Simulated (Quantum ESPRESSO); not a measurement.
The system is GaAs.

```
As Ga
1.0
     0.00000    2.82685    2.82685
     2.82685    0.00000    2.82685
     2.82685    2.82685    0.00000
As Ga
1 1
Direct
  0.75000 0.75000 0.75000
  0.00000 0.00000 0.00000
```

```yaml
Program: Quantum ESPRESSO 7.5
Task: phonons
Functional: PBE
Potentials_or_basis: JTH 2.0 PBE
Cutoff: 707 eV
Density_cutoff: 4245 eV
k_mesh: 6 × 6 × 6, shifted
Occupations: fermi-dirac, width 0.05 eV
Spin: no spin polarisation
Mixing_beta: 0.5
Most_SCF_iterations: 120
SCF_threshold: 4e-10 Ry
```

The first run showed a gap, so the response started from a second, tighter run with fixed occupations.

The run gives a transverse optical frequency of 267 cm⁻¹, an electronic dielectric constant of 13.78 and Born charges of ±2.14 e.

What are the longitudinal frequency and the static dielectric constant?

The longitudinal mode lies at 285 cm⁻¹, 18 cm⁻¹ over the transverse one, and the static constant is 15.71. The two agree with the Lyddane-Sachs-Teller relation: (285/267)² = 1.14 and 15.71/13.78 = 1.14.

Caveat: the mesh is thin for the dielectric tensor, Born charges and intensities, which usually come out too large; the cell is more than 3 GPa from zero pressure, which shifts response properties.
